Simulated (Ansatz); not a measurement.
Ansatz results at the PBE0-D4/def2-TZVP geometry: HOMO energy (PBE0/def2-TZVPP) -7.57 eV; LUMO energy (PBE0/def2-TZVPP) 0.00 eV; size of the dipole moment (PBE/def2-TZVPP) 1.16 D.

Each molecule was computed in one conformer, which needn't be the lowest.

Q: Which molecule gave them?
A. `Oc1ccccc1`
B. `C=CCOB(O)O`
C. `C=CO[Si](Cl)(Cl)Cl`
D. `COC`

A: C. The others give `COC`: -7.42, 1.41, 1.10; `Oc1ccccc1`: -6.53, -0.25, 1.28; `C=CCOB(O)O`: -7.66, 0.09, 0.16.
